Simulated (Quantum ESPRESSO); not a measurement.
Write the native input for Quantum ESPRESSO 7.5 that does the following.

```
Task                : single point
Functional          : PBE
Potentials or basis : SG15 PBE 1.2
Cutoff              : 952 eV
Density cutoff      : 3810 eV
k mesh              : 6 × 6 × 6
Occupations         : fermi-dirac, width 0.05 eV
Spin                : no spin polarisation
Mixing beta         : 0.5
Most SCF iterations : 120
SCF threshold       : 4e-10 Ry
```

The system is SnTe.

```
Te Sn
1.0
     0.00000    3.15085    3.15085
     3.15085    0.00000    3.15085
     3.15085    3.15085    0.00000
Te Sn
1 1
Direct
  0.50000 0.50000 0.50000
  0.00000 0.00000 0.00000
```

These files were run (other wordings do the same):

pw.in

```
&CONTROL
  calculation = 'scf'
  prefix = 'pwscf'
  outdir = './tmp'
  pseudo_dir = './pseudo'
  tprnfor = .true.
  tstress = .true.
  disk_io = 'nowf'
/
&SYSTEM
  ibrav = 0
  nat = 2
  ntyp = 2
  ecutwfc = 70
  nbnd = 22
  occupations = 'smearing'
  smearing = 'fd'
  degauss = 0.00367493
/
&ELECTRONS
  conv_thr = 4d-10
  electron_maxstep = 120
  mixing_beta = 0.5
/
ATOMIC_SPECIES
Te   127.6000 Te_ONCV_PBE-1.2.upf
Sn   118.7100 Sn_ONCV_PBE-1.2.upf
CELL_PARAMETERS angstrom
   0.0000000000    3.1508500000    3.1508500000
   3.1508500000    0.0000000000    3.1508500000
   3.1508500000    3.1508500000    0.0000000000
ATOMIC_POSITIONS crystal
Te     0.5000000000    0.5000000000    0.5000000000
Sn     0.0000000000    0.0000000000    0.0000000000
K_POINTS automatic
6 6 6 0 0 0
```

Potentials or basis: SG15 PBE 1.2.

Command:

```console
$ OMP_NUM_THREADS=1 mpirun -n 2 pw.x -nk 2 -in pw.in > pw.out
```

Results of the run:

```
Pressure               : 2.3 GPa
Band gap on the k mesh : 0.10 eV, direct
```

Caveat: spin-orbit coupling is left out, which moves the levels of the heavy elements.

Run time: 12 s on 2 MPI ranks on Arm Neoverse V2, on a shared host, peak memory 0.16 GiB a rank.
